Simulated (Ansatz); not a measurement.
This run works on a generated trial structure, not on a known crystal.

Input and command of a plane-wave DFT calculation in Ansatz:

```yaml
crystal:
  lattice:
    - [1.5858405, 0.91558544, 3.89740828]
    - [-1.5858405, 0.91558544, 3.89740828]
    - [0.0, -1.83117088, 3.89740828]
  atoms:
    - { symbol: Mn, position: [0.5, 0.5, 0.5], spin: 4.0 }
    - { symbol: As, position: [0.0, 0.0, 0.0] }
basis:
  ecutwfc: 420
kpoints:
  mp_grid: { grid: [7, 7, 7] }
hamiltonian:
  xc: pbe
scf:
  occupations: { method: gaussian, width: 0.2 }
  lower_state_search: "off"
output:
  forces: true
  stress: true
  eigenvalues: true
  populations: true
magnetization:
  spin_polarized: true
relax:
  adjacent_minimum: "off"
  f_tol: 0.08
  max_steps: 16
  cell: { stress_tol: 0.8 }
```

```bash
ansatz run input.yaml --threads 1 --pin off --max-ram 2560MiB --backend cpu --events-out ev --progress --plain --runs-dir out
```

Processor: Intel(R) Xeon(R) Processor @ 2.50GHz (Skylake/Cascade Lake), 1 thread, on a host shared with other jobs.

Q: Estimate time, memory and problem size.

A: About 87 s, peak memory 0.4 GiB. It solves 21 bands at 44 k points (after reduction by symmetry) with about 645 plane waves (on the last cell), in 70 SCF iterations over 10 ionic steps.
